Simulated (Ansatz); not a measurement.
# HfC: the cost of one run

Method: DFT PBE, scalar-relativistic, plane waves, PAW, in Ansatz 0.2.0.

1 further run of the same task is left out (it didn't finish).

## (1) Starting point

Symmetry: F-43m, No. 216, cubic system. The conventional cell has a = 5.015 Å, b = 5.015 Å, c = 5.015 Å, α = 90.00°, β = 90.00°, γ = 90.00°. Hf (site symmetry -43m) has 4 C at 2.17 Å as nearest neighbours. C (site symmetry -43m) has 4 Hf at 2.17 Å as nearest neighbours.

Coordinates:

```cif
data_structure
_symmetry_space_group_name_H-M 'P 1'
_symmetry_Int_Tables_number 1
_cell_length_a 3.5459
_cell_length_b 3.5459
_cell_length_c 3.5459
_cell_angle_alpha 60.000
_cell_angle_beta 60.000
_cell_angle_gamma 60.000
_cell_volume 31.53
loop_
_atom_site_label
_atom_site_type_symbol
_atom_site_fract_x
_atom_site_fract_y
_atom_site_fract_z
_atom_site_occupancy
Hf1 Hf 0.00000 0.00000 0.00000 1
C1 C 0.25000 0.25000 0.25000 1
```

## (2) At the starting volume

Contents of input.yaml:

```yaml
crystal:
  lattice:
    - [0.0, 2.507316749, 2.507316749]
    - [2.507316749, 0.0, 2.507316749]
    - [2.507316749, 2.507316749, 0.0]
  atoms:
    - { symbol: Hf, position: [0.0, 0.0, 0.0] }
    - { symbol: C, position: [0.25, 0.25, 0.25] }
basis:
  ecutwfc: 420
  ecutrho_ratio: 4
kpoints:
  mp_grid: { grid: [12, 12, 12] }
hamiltonian:
  xc: pbe
scf:
  occupations: { method: gaussian, width: 0.05 }
output:
  forces: true
  stress: true
  eigenvalues: true
```

Command:

```sh
ansatz run input.yaml --threads 2 --pin off --max-ram 2662MiB --backend cpu --events-out ev --progress --plain --runs-dir out
```

What time and memory should one allow on 2 threads of Arm Neoverse N1, shared host?

About 3.2 s, with a peak of 0.36 GiB.
